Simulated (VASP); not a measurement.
# CdS (Greenockite) (P6_3mc) in VASP: notebook

Runs on CdS (Greenockite). Level: PBE. Tasks: single point.

Everything below comes from runs of VASP 6.6.1. Logs are shortened: lines on timing, memory, paths and dates and some standing lists are left out, and cuts for length are marked.

### Step 1. The crystal as given

The structure is hexagonal, space group P6_3mc (No. 186). The conventional cell has a = 4.150 Å, b = 4.150 Å, c = 6.737 Å, α = 90.00°, β = 90.00°, γ = 120.00°. Cd (site symmetry 3m) has 4 S at 2.53 to 2.54 Å as nearest neighbours. S (site symmetry 3m) is surrounded by 4 Cd at 2.53 to 2.54 Å.

### Step 2. Single point, PBE, spin-orbit coupling, no magnetisation

INCAR

```
ALGO     = Normal         # electronic algorithm
EDIFF    = 1E-7           # SCF threshold, eV
ENCUT    = 350            # plane-wave cutoff, eV
GGA      = PE             # functional
GGA_COMPAT= F            
ISIF     = 2              # what is computed and relaxed
ISMEAR   = 0              # smearing method
LASPH    = T              # aspherical terms in the spheres
LCHARG   = F              # write CHGCAR
LORBIT   = 11             # projections on sites
LREAL    = F              # projectors in reciprocal space
LSORBIT  = T              # spin-orbit coupling
LWAVE    = F              # write WAVECAR
MAGMOM   = 0 0 0 0 0 0 0 0 0 0 0 0 # initial moments
NBANDS   = 52             # bands
NELM     = 100            # most SCF steps
PREC     = Accurate       # precision mode
SIGMA    = 0.02           # smearing width, eV
```

KPOINTS

```
k-points
0
Gamma
  9 9 5
```

POSCAR

```
CdS
1.0
    4.1500000000      0.0000000000      0.0000000000
   -2.0750000000      3.5940054257      0.0000000000
    0.0000000000      0.0000000000      6.7370000000
Cd S
2 2
Direct
    0.6666666667      0.3333333333      0.5000000000
    0.3333333333      0.6666666667      0.0000000000
    0.6666666667      0.3333333333      0.8750000000
    0.3333333333      0.6666666667      0.3750000000
```

Potentials or basis: VASP PAW PBE potentials, release 64 (Cd, S).

Command:

```
$ cat potpaw_PBE.64/Cd/POTCAR potpaw_PBE.64/S/POTCAR > POTCAR
$ mpirun -np 1 vasp_ncl > vasp.out
```

OUTCAR:

```text
EDIFF = 1E-7
   ENCUT = 350
   GGA = PE
   ISIF = 2
   ISMEAR = 0
   LASPH = T
   LORBIT = 11
   LREAL = F
   LSORBIT = T
   NELM = 100
   PREC = Accurate

 Found     60 irreducible k-points:

 Following reciprocal coordinates:
            Coordinates               Weight
  0.000000  0.000000  0.000000      1.000000
  0.111111 -0.000000  0.000000      6.000000
  0.222222 -0.000000  0.000000      6.000000
  0.333333 -0.000000  0.000000      6.000000
  0.444444 -0.000000  0.000000      6.000000
  0.111111  0.111111  0.000000      6.000000
   k-points           NKPTS =     60   k-points in BZ     NKDIM =     60   number of bands    NBANDS=     52
   number of dos      NEDOS =    301   number of ions     NIONS =      4
   total plane-waves  NPLWV =  32928
   dimension x,y,z NGX =    28 NGY =   28 NGZ =   42
   dimension x,y,z NGXF=    56 NGYF=   56 NGZF=   84
   ions per type =               2   2
   NGX,Y,Z   is equivalent  to a cutoff of  11.22, 11.22, 10.36 a.u.
   NGXF,Y,Z  is equivalent  to a cutoff of  22.43, 22.43, 20.73 a.u.
 SYSTEM =  unknown system
   PREC   = accura    normal or accurate (medium, high low for compatibility)
   ISTART =      0    job   : 0-new  1-cont  2-samecut
   ICHARG =      2    charge: 1-file 2-atom 10-const
   ISPIN  =      1    spin polarized calculation?
   LNONCOLLINEAR =      T non collinear calculations
   LSORBIT =      T    spin-orbit coupling
   LASPH  =      T    aspherical Exc in radial PAW
   ENCUT  =  350.0 eV  25.72 Ry    5.07 a.u.   6.33  6.33 10.28*2*pi/ulx,y,z
   NELM   =    100;   NELMIN=  2; NELMDL= -5     # of ELM steps
   EDIFF  = 0.1E-06   stopping-criterion for ELM
   LREAL  =      F    real-space projection
   EDIFFG = 0.1E-05   stopping-criterion for IOM
   NSW    =      0    number of steps for IOM
   IBRION =     -1    ionic relax: 0-MD 1-quasi-New 2-CG
   NFREE  =      0    steps in history (QN), initial steepest desc. (CG)
   ISIF   =      2    stress and relaxation
   ISYM   =      2    0-nonsym 1-usesym 2-fastsym
   POTIM  = 0.5000    time-step for ionic-motion
   TEBEG  =    0.0;   TEEND  =   0.0 temperature during run
   PSTRESS=    0.0 pullay stress
   NELECT =      36.0000    total number of electrons
   NUPDOWN=      -1.0000    fix difference up-down
   EMIN   =  10.00;   EMAX   =-10.00  energy-range for DOS
   EFERMI =   0.00;   METHOD = LEGACY
   ISMEAR =     0;   SIGMA  =   0.02  broadening in eV -4-tet -1-fermi 0-gaus
   EFERMI_NEDOS =   21; number of points for ismear=-14 and -15
   IALGO  =     38    algorithm
   IMIX   =      4    mixing-type and parameters
     AMIX     =   0.40;   BMIX     =  1.00
     AMIX_MAG =   1.60;   BMIX_MAG =  1.00
  volume/ion in A,a.u.               =      25.12       169.52
  Fermi-wavevector in a.u.,A,eV,Ry     =   1.162727  2.197236 18.394190  1.351935
  Thomas-Fermi vector in A             =   2.299285
   LORBIT       =     11    0 simple, 1 ext, 2 COOP (PROOUT), +10 PAW based schemes
[... 359 lines left out ...]
  energy-cutoff  :      350.00
  volume of cell :      100.48
      direct lattice vectors                 reciprocal lattice vectors
     4.150000000  0.000000000  0.000000000     0.240963855  0.139120547  0.000000000
    -2.075000000  3.594005426  0.000000000     0.000000000  0.278241094  0.000000000
     0.000000000  0.000000000  6.737000000     0.000000000  0.000000000  0.148434021

 POSITION                                       TOTAL-FORCE (eV/Angst)
 -----------------------------------------------------------------------------------
      2.07500      1.19800      3.36850         0.000000     -0.000000     -0.069259
     -0.00000      2.39600      0.00000        -0.000000      0.000000     -0.069259
      2.07500      1.19800      5.89487         0.000000     -0.000000      0.069259
     -0.00000      2.39600      2.52637         0.000000     -0.000000      0.069259
 -----------------------------------------------------------------------------------
    total drift:                               -0.000000      0.000000     -0.000657

  FREE ENERGIE OF THE ION-ELECTRON SYSTEM (eV)
  ---------------------------------------------------
  free  energy   TOTEN  =       -12.3165807555 eV

  energy  without entropy=      -12.3165807555  energy(sigma->0) =      -12.31658076

 Spin-Orbit-Coupling matrix elements

 Ion:    1  E_soc:     -0.0563491
 l=   1
     0.0000000    -0.0024374    -0.0024268
    -0.0024374     0.0000000    -0.0024374
    -0.0024268    -0.0024374     0.0000000
 l=   2
     0.0000000    -0.0013844     0.0000000    -0.0013844    -0.0055849
    -0.0013844     0.0000000    -0.0041890    -0.0013726    -0.0013844
     0.0000000    -0.0041890     0.0000000    -0.0041890     0.0000000
    -0.0013844    -0.0013726    -0.0041890     0.0000000    -0.0013844
    -0.0055849    -0.0013844     0.0000000    -0.0013844     0.0000000
 l=   3
     0.0000000     0.0000000     0.0000000     0.0000000     0.0000000     0.0000000     0.0000000
     0.0000000     0.0000000     0.0000000     0.0000000     0.0000000     0.0000000     0.0000000
     0.0000000     0.0000000     0.0000000     0.0000000     0.0000000     0.0000000     0.0000000
     0.0000000     0.0000000     0.0000000     0.0000000     0.0000000     0.0000000     0.0000000
[... 49 lines left out ...]
 l=   2
     0.0000000     0.0000000     0.0000000     0.0000000     0.0000000
     0.0000000     0.0000000     0.0000000     0.0000000     0.0000000
     0.0000000     0.0000000     0.0000000     0.0000000     0.0000000
     0.0000000     0.0000000     0.0000000     0.0000000     0.0000000
     0.0000000     0.0000000     0.0000000     0.0000000     0.0000000
 l=   3
     0.0000000     0.0000000     0.0000000     0.0000000     0.0000000     0.0000000     0.0000000
     0.0000000     0.0000000     0.0000000     0.0000000     0.0000000     0.0000000     0.0000000
     0.0000000     0.0000000     0.0000000     0.0000000     0.0000000     0.0000000     0.0000000
     0.0000000     0.0000000     0.0000000     0.0000000     0.0000000     0.0000000     0.0000000
     0.0000000     0.0000000     0.0000000     0.0000000     0.0000000     0.0000000     0.0000000
     0.0000000     0.0000000     0.0000000     0.0000000     0.0000000     0.0000000     0.0000000
     0.0000000     0.0000000     0.0000000     0.0000000     0.0000000     0.0000000     0.0000000

 total charge

# of ion       s       p       d       tot
------------------------------------------
    1        0.423   0.320   9.549  10.293
    2        0.423   0.320   9.549  10.293
    3        1.324   2.397   0.000   3.721
    4        1.324   2.397   0.000   3.721
--------------------------------------------------
tot          3.494   5.435  19.099  28.027

 magnetization (x)

# of ion       s       p       d       tot
------------------------------------------
    1        0.000  -0.000  -0.000  -0.000
    2        0.000  -0.000   0.000   0.000
    3       -0.000   0.000   0.000  -0.000
    4       -0.000   0.000   0.000   0.000
--------------------------------------------------
tot         -0.000   0.000   0.000  -0.000

 magnetization (y)

# of ion       s       p       d       tot
------------------------------------------
    1        0.000  -0.000   0.000  -0.000
    2        0.000   0.000   0.000   0.000
    3        0.000  -0.000   0.000  -0.000
    4        0.000  -0.000   0.000  -0.000
--------------------------------------------------
tot          0.000  -0.000   0.000  -0.000

 magnetization (z)

# of ion       s       p       d       tot
------------------------------------------
    1       -0.000   0.000   0.000   0.000
    2       -0.000   0.000   0.000   0.000
    3        0.000   0.000   0.000   0.000
    4        0.000   0.000   0.000   0.000
--------------------------------------------------
tot         -0.000   0.000   0.000   0.000
```

OSZICAR:

```text
N       E                     dE             d eps       ncg     rms          rms(c)
DAV:   1     0.204117302241E+03    0.20412E+03   -0.14067E+04  6344   0.936E+02
DAV:   2    -0.147599158783E+01   -0.20559E+03   -0.19850E+03  7140   0.282E+02
DAV:   3    -0.132666824638E+02   -0.11791E+02   -0.11709E+02  7268   0.674E+01
DAV:   4    -0.134060592244E+02   -0.13938E+00   -0.13922E+00  7028   0.704E+00
DAV:   5    -0.134084601399E+02   -0.24009E-02   -0.24008E-02  7100   0.901E-01    0.116E+01
DAV:   6    -0.123388658081E+02    0.10696E+01   -0.17211E+00  7372   0.140E+01    0.906E+00
DAV:   7    -0.123236172553E+02    0.15249E-01   -0.80815E-01  6556   0.482E+00    0.400E+00
DAV:   8    -0.123175897496E+02    0.60275E-02   -0.10117E-01  6612   0.310E+00    0.761E-01
DAV:   9    -0.123159658920E+02    0.16239E-02   -0.11207E-02  6764   0.128E+00    0.369E-01
DAV:  10    -0.123163300354E+02   -0.36414E-03   -0.15792E-03  6800   0.259E-01    0.106E-01
DAV:  11    -0.123165493375E+02   -0.21930E-03   -0.74708E-04  6688   0.293E-01    0.801E-02
DAV:  12    -0.123165797249E+02   -0.30387E-04   -0.20193E-04  6452   0.113E-01    0.225E-02
DAV:  13    -0.123165796830E+02    0.41882E-07   -0.12997E-05  7040   0.208E-02    0.138E-02
DAV:  14    -0.123165807064E+02   -0.10233E-05   -0.51147E-06  6428   0.177E-02    0.105E-02
DAV:  15    -0.123165807555E+02   -0.49073E-07   -0.33444E-07  7184   0.390E-03
   1 F= -.12316581E+02 E0= -.12316581E+02  d E =-.147882E-16  mag=    -0.0000     0.0000     0.0000
```

Run time: 4.7 min. Hardware: 1 thread of AMD EPYC 7R13 (Zen 3), shared host; peak memory 0.41 GiB.

The run converged, but some of its settings lie outside the range that counts as converged, so its numbers aren't taken as properties of the crystal.

What came out:

* Free energy: -12.3166 eV
* Pressure: 2.0 GPa
* Largest force: 0.069 eV/Å
* Valence electrons inside the program's atomic spheres: Cd 10.29; S 3.72

[end of part 1 of 2]
